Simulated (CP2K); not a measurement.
**Si: single point with PBE**

The system is Si.

```
Si
1.0
     3.84928    0.00000    0.00000
     1.92464    3.33357    0.00000
     1.92464    1.11119    3.14292
Si
2
Direct
  0.50000 0.50000 0.50000
  0.75000 0.75000 0.75000
```

- Program: CP2K 2026.2
- Task: single point
- Functional: PBE
- Potentials or basis: POTENTIAL_UZH Si GTH-PBE-q4; TZVP-MOLOPT-PBE-GTH basis
- Density cutoff: 6123 eV
- k mesh: 8 × 8 × 8
- Occupations: gaussian, width 0.023 eV
- Spin: no spin polarisation

| Item | Value |
| --- | --- |
| Pressure | 1.2 GPa |
| Band gap on the k mesh | 0.72 eV, indirect (least direct gap 2.56 eV) |

Levels at points of the mesh, in eV from the valence-band top:
```tsv
k point	band 1	band 2	band 3	band 4	band 5	band 6	band 7	band 8	band 9
(0.00, 0.00, 0.00)	-11.92	0.00	0.00	0.00	2.56	2.56	2.56	3.26	8.42
(0.00, 0.00, 0.50)	-9.61	-6.96	-1.20	-1.20	1.54	3.63	3.63	9.13	11.76
(0.00, 0.50, 0.50)	-7.81	-7.81	-2.83	-2.83	0.92	0.92	10.08	10.08	11.81
```

Wall time 32 s on 1 thread of Intel(R) Xeon(R) Platinum 8488C (Sapphire Rapids) (shared host), peak memory 0.32 GiB.

Caveat: the basis of atomic orbitals isn't converged, which shifts pressures, moduli and gaps. A k mesh can miss the band edges.
